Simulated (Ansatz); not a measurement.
Input of an Ansatz 0.2.0 run:

input.yaml

```yaml
crystal:
  lattice:
    - [0.0, 2.72525, 2.72525]
    - [2.72525, 0.0, 2.72525]
    - [2.72525, 2.72525, 0.0]
  atoms:
    - { symbol: Ga, position: [0.0, 0.0, 0.0] }
    - { symbol: P, position: [0.75, 0.75, 0.75] }
hamiltonian:
  xc: pbe
  pseudopotentials: { kind: paw }
kpoints:
  mp_grid: { grid: [8, 8, 8] }
scf:
  occupations: { method: gaussian, width: 0.019 }
output:
  forces: true
  stress: true
  eigenvalues: true
```

Potentials or basis: Ansatz PAW.

The run is started by

```console
$ ansatz run input.yaml --threads 2 --pin off --max-ram 5632MiB --backend cpu --events-out ev --progress --plain --runs-dir out
```

Q: What does it give for the pressure?

A: 2.5 GPa.

Q: Predict the band gap on the k mesh.

A: 1.64 eV, indirect (least direct gap 1.83 eV).

**What was measured.**

From “Stacking defects in GaP nanowires: Electronic structure and optical properties”, 2018, arxiv:1810.01194, for a bulk crystal of GaP at 10 K: band gap 2.34 eV (indirect).

A measured gap of GaP is 2.34 eV (indirect; 10 K; quoted in “Stacking defects in GaP nanowires: Electronic structure and optical properties”, 2018, arxiv:1810.01194); the calculated 1.64 eV misses it by -0.70 eV. Spin-orbit coupling on Ga is left out. The value is that of PBE on a finite k mesh, which can miss the band edges, without temperature or zero-point motion. Semilocal functionals fall short of measured gaps as a rule.
